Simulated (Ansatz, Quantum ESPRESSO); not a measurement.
SiNi3: programs and potentials compared

```
Ni Si
1.0
     3.54200    0.00000    0.00000
     0.00000    3.54200    0.00000
     0.00000    0.00000    3.54200
Ni Si
3 1
Direct
  0.48864 0.48383 0.99844
  0.49304 0.99869 0.50543
  0.01055 0.49736 0.48845
  0.99628 0.00640 0.00201
```

Atoms were shifted at random by some hundredths of an Å from the given cell, which wasn't relaxed again for these runs.

Alike in all runs: task single point; functional PBEsol; k mesh 8 × 8 × 8; occupations fermi-dirac, width 0.05 eV; collinear spin, ferromagnetic start; no spin-orbit coupling. Pressure is positive in compression and, in plane waves, holds the error of the finite cutoff, which Ansatz's Pulay term estimates and takes out.

```
                        program and potentials  plane-wave cutoff (eV)                                                                                   notes  band gap (eV)  pressure (GPa)  net moment per atom (μB)  largest force (eV/Å)
                            Ansatz, Ansatz PAW                     420  potentials made for PBE, which Ansatz adapts in part; Pulay term of +0.05 GPa included         no gap          -13.40                      0.00                 0.804
Ansatz, all-electron LAPW, scalar-relativistic                       -                                                                                       -         no gap          -13.41                      0.00                 0.803
             Quantum ESPRESSO, GBRV 1.5 PBEsol                     612                                                                                       -         no gap          -13.44                      0.00                 0.806
```

Force on atom 3 (Ni), eV/Å:

```
                        program and potentials       x      y      z
                            Ansatz, Ansatz PAW  -0.746  0.115  0.276
Ansatz, all-electron LAPW, scalar-relativistic  -0.746  0.115  0.276
             Quantum ESPRESSO, GBRV 1.5 PBEsol  -0.748  0.116  0.277
```

None finds a gap. The pressure spans -13.44 (Quantum ESPRESSO, GBRV 1.5 PBEsol) to -13.40 GPa (Ansatz, Ansatz PAW), with all-electron results at -13.41. All agree on the net moment per atom. The cell lies far from this level's equilibrium. The state is the one that the start led to, which needn't be the lowest.

The functional is the same throughout but for its coding, so the spread measures potentials, basis and numerics; runs on potential files found faulty are left out.
